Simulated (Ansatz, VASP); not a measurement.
## One calculation of Al, two programs

Contents of POSCAR:

```
Al
1.0
    0.0000000000      2.0197660491      2.0197660491
    2.0197660491      0.0000000000      2.0197660491
    2.0197660491      2.0197660491      0.0000000000
Al
1
Direct
    0.5000000000      0.5000000000      0.5000000000
```

The input INCAR.step1:

```
SYSTEM = Al
PREC = Accurate
ENCUT = 520
ISMEAR = 0
SIGMA = 0.1
LREAL = .FALSE.
LASPH = .TRUE.
NELM = 60
NBANDS = 8
GGA = PE
ALGO = Normal
EDIFF = 1E-4
LWAVE = .TRUE.
LCHARG = .FALSE.
```

Contents of INCAR.step2:

```
SYSTEM = Al
PREC = Accurate
ENCUT = 520
EDIFF = 1E-7
ISMEAR = 0
SIGMA = 0.1
LREAL = .FALSE.
LASPH = .TRUE.
NELM = 60
ALGO = Normal
ISIF = 2
LWAVE = .FALSE.
LCHARG = .TRUE.
METAGGA = R2SCAN
LMIXTAU = .TRUE.
LELF = .TRUE.
LVHAR = .TRUE.
NBANDS = 8
ISTART = 1
```

File KPOINTS:

```
regular mesh
0
G
  24 24 24
  0 0 0
```

Input for Ansatz:

```yaml
crystal:
  lattice:
    - [0.0, 2.0197660491, 2.0197660491]
    - [2.0197660491, 0.0, 2.0197660491]
    - [2.0197660491, 2.0197660491, 0.0]
  atoms:
    - { symbol: Al, position: [0.5, 0.5, 0.5] }
basis:
  ecutwfc: 500
kpoints:
  mp_grid: { grid: [24, 24, 24] }
  band_path:
    path:
      - [[0.0, 0.0, 0.0], [0.5, 0.0, 0.5], [0.625, 0.25, 0.625]]
      - [[0.375, 0.375, 0.75], [0.0, 0.0, 0.0], [0.5, 0.5, 0.5], [0.5, 0.25, 0.75], [0.5, 0.0, 0.5]]
    npoints: 14
hamiltonian:
  xc: r2scan
scf:
  occupations: { method: gaussian, width: 0.1 }
  n_extra_bands: 6
output:
  forces: true
  stress: true
  eigenvalues: true
  populations: true
  dos: { projected: true, de: 0.02, nscf_kmesh: { grid: [29, 29, 29] } }
  bader: true
  write_density: true
  write_potential: true
  elf: true
  volumetric_format: npy
```

Alike in both runs: task single point; functional r2SCAN; k mesh 24 × 24 × 24; occupations gaussian, width 0.1 eV; no spin polarisation.

```csv
,VASP,Ansatz
version,VASP 6.6.1,Ansatz 0.2.0
potentials or method,"VASP PAW PBE potentials, release 64 (Al)","scalar-relativistic, plane waves, PAW"
plane-wave cutoff (eV),520,500
valence electrons in the cell,3,3
```

Ansatz gave:

- gap on the k mesh at the Fermi level (eV): none
- pressure (GPa): -3.1

Question: Estimate VASP's values.

Answer: gap on the k mesh at the Fermi level (eV): none; pressure (GPa): -3.4.

A gap of «none» marks a metal or a gap that the smearing closes.

Caveats: the PAW data sets were made with another functional, which shifts forces and pressure a little (VASP).
